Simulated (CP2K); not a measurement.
SnO2 (Cassiterite):

```xyz
6
Lattice="4.7380 0.0000 0.0000 0.0000 4.7380 0.0000 0.0000 0.0000 3.1865" Properties=species:S:1:pos:R:3 pbc="T T T"
Sn    2.3690    2.3690    1.5933
Sn    0.0000    0.0000    0.0000
O     3.8240    0.9140    1.5933
O     3.2830    3.2830    0.0000
O     0.9140    3.8240    1.5933
O     1.4550    1.4550    0.0000
```

| Item | Value |
| --- | --- |
| Program | CP2K 2026.2 |
| Task | relaxation of cell and atoms |
| Functional | PBEsol |
| Potentials or basis | POTENTIAL_UZH Sn GTH-PBE-q4, O GTH-PBE-q6; TZVP-MOLOPT-PBE-GTH basis |
| Density cutoff | 8163 eV |
| k mesh | 6 × 6 × 8 |
| Occupations | fermi-dirac, width 0.05 eV |
| Spin | no spin polarisation |

At the start: pressure 12.8 GPa; volume 11.92 Å³/atom.

How do energy, volume and symmetry change on relaxing?

Over 13 steps the energy falls by 31.1 meV/atom and the volume is 12.69 Å³/atom (+6.5 %); space group P4_2/mnm (No. 136, to 0.05 Å).

Step by step:
```tsv
step	energy change (eV)	largest force (eV/Å)	volume (Å³)
1	0.0000	0.2935	71.53
2	-0.0733	0.1358	72.40
3	-0.1759	0.1839	75.09
4	-0.1804	0.1630	75.58
5	-0.1826	0.0956	75.87
6	-0.1840	0.0136	75.99
7	-0.1846	0.0393	75.98
8	-0.1850	0.0617	75.96
9	-0.1856	0.0687	75.96
10	-0.1862	0.0480	76.02
11	-0.1864	0.0150	76.11
12	-0.1865	0.0011	76.15
13	-0.1865	0.0011	76.15
```

Final structure:
```cif
data_structure
_symmetry_space_group_name_H-M 'P 1'
_symmetry_Int_Tables_number 1
_cell_length_a 4.8159
_cell_length_b 4.8159
_cell_length_c 3.2832
_cell_angle_alpha 90.000
_cell_angle_beta 90.000
_cell_angle_gamma 90.000
_cell_volume 76.15
loop_
_atom_site_label
_atom_site_type_symbol
_atom_site_fract_x
_atom_site_fract_y
_atom_site_fract_z
_atom_site_occupancy
Sn1 Sn 0.50000 0.50000 0.50000 1
Sn2 Sn 0.00000 0.00000 0.00000 1
O1 O 0.80688 0.19312 0.50000 1
O2 O 0.69312 0.69312 0.00000 1
O3 O 0.19312 0.80688 0.50000 1
O4 O 0.30688 0.30688 0.00000 1
```

Caveat: the potentials were made for another functional, which shifts forces and pressure; the basis of atomic orbitals isn't converged, which shifts pressures, moduli and gaps.
